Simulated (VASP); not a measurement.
VASP 6.6.1, PBE single-point calculation, Sn (strained diamond)

INCAR

```
ISIF = 2
IBRION = -1
ENCUT = 520
PREC = Accurate
NBANDS = 21
ISMEAR = -1
EDIFF = 1E-7
NELM = 120
GGA = PE
LASPH = .TRUE.
LCHARG = .FALSE.
SIGMA = 0.02
NSW = 0
LWAVE = .FALSE.
LREAL = .FALSE.
```

KPOINTS

```
KPOINTS created by Atomic Simulation Environment
0
Gamma
6 6 6
0 0 0
```

KPOINTS_OPT

```
special points
6
Reciprocal
0.0000000000 0.0000000000 0.0000000000 1
0.5000000000 0.0000000000 0.5000000000 1
0.6250000000 0.2500000000 0.6250000000 1
0.3750000000 0.3750000000 0.7500000000 1
0.5000000000 0.5000000000 0.5000000000 1
0.5000000000 0.2500000000 0.7500000000 1
```

POSCAR

```
Sn
 1.0000000000000000
     0.0000000000000000    3.2844597792000001    3.2844597792000001
     3.4503249980000001    0.0000000000000000    3.2844597792000001
     3.4503249980000001    3.2844597792000001    0.0000000000000000
 Sn
   2
Cartesian
  0.0000000000000000  0.0000000000000000  0.0000000000000000
  1.7251624989999998  1.6422298896000003  1.6422298896000003
```

VASP ran with the recommended PBE PAW datasets (28 valence electrons in the cell).

Command

```
mpirun -np 1 vasp_std
```

OSZICAR

```
N       E                     dE             d eps       ncg     rms          rms(c)
DAV:   1     0.223085660291E+03    0.22309E+03   -0.14454E+04  1275   0.187E+03
DAV:   2     0.162805366496E+02   -0.20681E+03   -0.20271E+03  1260   0.439E+02
DAV:   3    -0.688731134411E+01   -0.23168E+02   -0.23066E+02  1470   0.138E+02
DAV:   4    -0.765729544004E+01   -0.76998E+00   -0.76968E+00  1415   0.279E+01
DAV:   5    -0.769036367018E+01   -0.33068E-01   -0.33067E-01  1888   0.533E+00    0.284E+00
DAV:   6    -0.765983120198E+01    0.30532E-01   -0.26089E-02  1697   0.201E+00    0.166E+00
DAV:   7    -0.764559842621E+01    0.14233E-01   -0.38356E-02  1385   0.205E+00    0.155E-01
DAV:   8    -0.764734347091E+01   -0.17450E-02   -0.53426E-03  1425   0.817E-01    0.514E-02
DAV:   9    -0.764779106726E+01   -0.44760E-03   -0.53722E-04  1459   0.143E-01    0.125E-02
DAV:  10    -0.764781811137E+01   -0.27044E-04   -0.44889E-05  1579   0.545E-02    0.598E-03
DAV:  11    -0.764782347716E+01   -0.53658E-05   -0.86603E-06  1386   0.161E-02    0.648E-04
DAV:  12    -0.764782348531E+01   -0.81541E-08   -0.26107E-07  1240   0.328E-03
   1 F= -.76478235E+01 E0= -.76472370E+01  d E =-.117288E-02
       N       E                     dE             ncg
DAV:   1     0.770266875738E+03   -0.49828E+04      257
DAV:   2    -0.484187354182E+03   -0.12545E+04      252
DAV:   3    -0.627659046650E+03   -0.14347E+03      282
DAV:   4    -0.632459920049E+03   -0.48009E+01      307
DAV:   5    -0.632659118511E+03   -0.19920E+00      377
DAV:   6    -0.632662418890E+03   -0.33004E-02      318
DAV:   7    -0.632662521679E+03   -0.10279E-03      372
DAV:   8    -0.632662523260E+03   -0.15813E-05      329
DAV:   9    -0.632662523296E+03   -0.35162E-07      201
```

From OUTCAR

```
k-points           NKPTS =     30   k-points in BZ     NKDIM =     30   number of bands    NBANDS=     21

   NELECT =      28.0000    total number of electrons

   dimension x,y,z NGX =    36 NGY =   36 NGZ =   36
   dimension x,y,z NGXF=    72 NGYF=   72 NGZF=   72

  energy-cutoff  :      520.00
  volume of cell :       74.44
      direct lattice vectors                 reciprocal lattice vectors
     0.000000000  3.284459779  3.284459779    -0.144913885  0.152232036  0.152232036
     3.450324998  0.000000000  3.284459779     0.144913885 -0.152232036  0.152232036
     3.450324998  3.284459779  0.000000000     0.144913885  0.152232036 -0.152232036

 k-points in reciprocal lattice and weights: KPOINTS created by Atomic Simulation Env
   0.00000000  0.00000000  0.00000000       0.005
   0.16666667  0.00000000  0.00000000       0.037
   0.33333333  0.00000000  0.00000000       0.037
   0.50000000  0.00000000  0.00000000       0.019
   0.16666667  0.16666667  0.00000000       0.019
   0.33333333  0.16666667  0.00000000       0.074
   0.50000000  0.16666667  0.00000000       0.074
  -0.33333333  0.16666667 -0.00000000       0.074
   ...

 E-fermi :   4.6279

 k-point     1 :       0.0000    0.0000    0.0000
  band No.  band energies     occupation
      1     -16.7561      2.00000
      2     -16.7561      2.00000
      3     -16.7430      2.00000
      4     -16.7046      2.00000
      5     -16.7022      2.00000
      6     -16.4757      2.00000
      7     -16.4668      2.00000
      8     -16.4515      2.00000
      9     -16.4515      2.00000
     10     -16.4512      2.00000
     11      -5.2740      2.00000
     12       3.5480      2.00000
     13       4.6544      0.41957
     14       4.9755      0.00000
     15       4.9755      0.00000
     16       6.8668      0.00000
     17       6.8668      0.00000
     18       7.0648      0.00000
     19       9.7417      0.00000
     20      12.1214      0.00000
     21      12.5607      0.00000

 k-point     2 :       0.1667    0.0000    0.0000
  band No.  band energies     occupation
      1     -16.7691      2.00000
      2     -16.7602      2.00000
      3     -16.7464      2.00000
      4     -16.6849      2.00000
      5     -16.6849      2.00000
      6     -16.4904      2.00000
      7     -16.4903      2.00000
      8     -16.4611      2.00000
      9     -16.4380      2.00000
     10     -16.4304      2.00000
     11      -5.0305      2.00000
     12       1.8704      2.00000
     13       4.3576      2.00000
     14       4.5997      1.60639
     15       5.1374      0.00000
     16       7.3998      0.00000
     17       7.4245      0.00000
     18       7.9637      0.00000
     19      10.7758      0.00000
     20      11.4087      0.00000
     21      11.8202      0.00000

 k-point     3 :       0.3333    0.0000    0.0000
  band No.  band energies     occupation
      1     -16.7833      2.00000
      2     -16.7702      2.00000
      3     -16.7367      2.00000
      4     -16.6639      2.00000
      5     -16.6610      2.00000
      6     -16.5110      2.00000
      7     -16.5068      2.00000
      8     -16.4742      2.00000
      9     -16.4293      2.00000
     10     -16.4131      2.00000
     11      -4.3674      2.00000
     12      -0.1755      2.00000
     13       3.8298      2.00000
     14       4.1307      2.00000
     15       4.7653      0.00207
     16       7.8810      0.00000
     17       7.9733      0.00000
     18      10.0951      0.00000
     19      10.8781      0.00000
     20      11.9715      0.00000
     21      12.0419      0.00000

 k-point     4 :       0.5000    0.0000    0.0000
  band No.  band energies     occupation
      1     -16.7879      2.00000
      2     -16.7729      2.00000
      3     -16.7312      2.00000
      4     -16.6571      2.00000
      5     -16.6529      2.00000
      6     -16.5172      2.00000
      7     -16.5119      2.00000
      8     -16.4806      2.00000
      9     -16.4274      2.00000
     10     -16.4074      2.00000
     11      -3.8163      2.00000
     12      -1.2202      2.00000
     13       3.6274      2.00000
     14       3.9567      2.00000
     15       4.5947      1.67996
     16       7.9073      0.00000
     17       8.0608      0.00000
     18      10.4874      0.00000
     19      12.8296      0.00000
     20      12.8369      0.00000
     21      13.1773      0.00000

 k-point     5 :       0.1667    0.1667    0.0000
  band No.  band energies     occupation
      1     -16.7662      2.00000
      2     -16.7579      2.00000
      3     -16.7542      2.00000
      4     -16.6871      2.00000
      5     -16.6673      2.00000
      6     -16.5182      2.00000
      7     -16.4694      2.00000
      8     -16.4587      2.00000
      9     -16.4384      2.00000
     10     -16.4373      2.00000
     11      -4.9384      2.00000
     12       1.7700      2.00000
     13       3.7914      2.00000
     14       3.9626      2.00000
     15       6.1384      0.00000
     16       6.4746      0.00000
     17       8.0712      0.00000
     18       8.5200      0.00000
     19      10.6306      0.00000
     20      11.2729      0.00000
     21      12.5696      0.00000

 k-point     6 :       0.3333    0.1667    0.0000
  band No.  band energies     occupation
      1     -16.7857      2.00000
      2     -16.7698      2.00000
      3     -16.7339      2.00000
      4     -16.6632      2.00000
      5     -16.6402      2.00000
      6     -16.5470      2.00000
      7     -16.4948      2.00000
      8     -16.4699      2.00000
      9     -16.4334      2.00000
     10     -16.4117      2.00000
     11      -4.3887      2.00000
     12       0.1949      2.00000
     13       3.1368      2.00000
     14       3.4214      2.00000
     15       6.1380      0.00000
     16       6.9611      0.00000
     17       8.7681      0.00000
     18       9.1420      0.00000
     19      11.3628      0.00000
     20      12.3143      0.00000
     21      12.9210      0.00000

 k-point     7 :       0.5000    0.1667    0.0000
  band No.  band energies     occupation
      1     -16.8002      2.00000
      2     -16.7794      2.00000
      3     -16.7078      2.00000
      4     -16.6409      2.00000
      5     -16.6367      2.00000
      6     -16.5465      2.00000
      7     -16.5190      2.00000
      8     -16.5001      2.00000
      9     -16.4196      2.00000
     10     -16.3953      2.00000
     11      -3.6634      2.00000
     12      -1.1837      2.00000
     13       2.5713      2.00000
     14       3.3267      2.00000
     15       5.8825      0.00000
     16       7.8329      0.00000
     17       8.8245      0.00000
     18       9.7633      0.00000
     19      12.0964      0.00000
     20      13.0476      0.00000
     21      13.5556      0.00000

 k-point     8 :      -0.3333    0.1667   -0.0000
  band No.  band energies     occupation
      1     -16.7983      2.00000
      2     -16.7826      2.00000
      3     -16.7086      2.00000
      4     -16.6557      2.00000
      5     -16.6325      2.00000
      6     -16.5389      2.00000
      7     -16.5168      2.00000
      8     -16.5007      2.00000
      9     -16.4139      2.00000
     10     -16.3984      2.00000
     11      -3.9055      2.00000
     12      -0.8116      2.00000
     13       2.4802      2.00000
     14       3.6643      2.00000
     15       5.8803      0.00000
     16       8.1127      0.00000
     17       8.4426      0.00000
     18       9.9914      0.00000
     19      11.5727      0.00000
     20      11.8765      0.00000
     21      13.1799      0.00000

 k-point     9 :      -0.1667    0.1667   -0.0000
  band No.  band energies     occupation
      1     -16.7806      2.00000
      2     -16.7764      2.00000
      3     -16.7349      2.00000
      4     -16.6725      2.00000
      5     -16.6549      2.00000
      6     -16.5211      2.00000
      7     -16.5059      2.00000
      8     -16.4654      2.00000
      9     -16.4208      2.00000
     10     -16.4191      2.00000
     11      -4.6434      2.00000
     12       0.6872      2.00000
     13       3.1122      2.00000
     14       4.2472      2.00000
     15       5.8883      0.00000
     16       7.5804      0.00000
     17       8.0357      0.00000
     18       8.7780      0.00000
     19      10.8537      0.00000
     20      11.9729      0.00000
     21      11.9892      0.00000

 ...

  Total       -0.6170503      0.0725341      0.0725341      0.0000000      0.0000000      0.0000000
  in kB      -13.2804634      1.5611153      1.5611153      0.0000000      0.0000000      0.0000000
  external PRESSURE =      -3.3860776 kB  Pullay stress =       0.0000000 kB

 POSITION                                       TOTAL-FORCE (eV/Angst)
 -----------------------------------------------------------------------------------
      0.00000      0.00000      0.00000         0.000000      0.000000      0.000000
      1.72516      1.64223      1.64223        -0.000000     -0.000000     -0.000000
 -----------------------------------------------------------------------------------
    total drift:                                0.000000      0.000000      0.000000

  FREE ENERGIE OF THE ION-ELECTRON SYSTEM (eV)
  ---------------------------------------------------
  free  energy   TOTEN  =        -7.6478234853 eV

  energy  without entropy=       -7.6466506024  energy(sigma->0) =       -7.64723704
```

The gap between bands v and c is -0.38 eV (bands overlap: a metal) and the least direct gap is 0.00 eV. The pressure is -0.3 GPa.

Band v is the last that the valence electrons fill when counted band by band, and c is the next.

The run took about 48 s on one core of a shared host (Intel Xeon Platinum 8488C) and held 0.23 GiB at most.
